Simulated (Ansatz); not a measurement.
# Two Ansatz runs on Ca

The structure is an experimental refinement, used without relaxation. It was measured hot, at 740 K.

First run: DFT, PBE, all-electron LAPW, scalar-relativistic (Ansatz 0.2.0).

Command: `ansatz run input.yaml --threads 1 --pin off --max-ram 2048MiB --backend cpu --events-out ev --progress --plain --runs-dir out` The run took about 2.7 s on 1 thread of a shared machine.

```yaml
crystal:
  lattice:
    - [-2.24, 2.24, 2.24]
    - [2.24, -2.24, 2.24]
    - [2.24, 2.24, -2.24]
  atoms:
    - { symbol: Ca, position: [0.0, 0.0, 0.0] }
kpoints:
  mp_grid: { grid: [10, 10, 10] }
scf:
  occupations: { method: fermi_dirac, width: 0.28 }
hamiltonian:
  xc: pbe
  pseudopotentials: { kind: all_electron, lapw: { basis_error: 0.00025 } }
output:
  forces: true
  stress: true
  eigenvalues: true
```

Result: converged; pressure -0.93 GPa; no gap on the k mesh; 7 SCF iterations.

The input is then changed:

```diff
@@ -10,7 +10,9 @@
 scf:
   occupations: { method: fermi_dirac, width: 0.28 }
+  mixing: { preconditioner: kerker }
 hamiltonian:
   xc: pbe
   pseudopotentials: { kind: all_electron, lapw: { basis_error: 0.00025 } }
+  dispersion: d4
 output:
   forces: true
```

(1) What does the second run give?

Results:

(1) It converged; pressure -1.48 GPa; no gap on the k mesh; 7 SCF iterations.
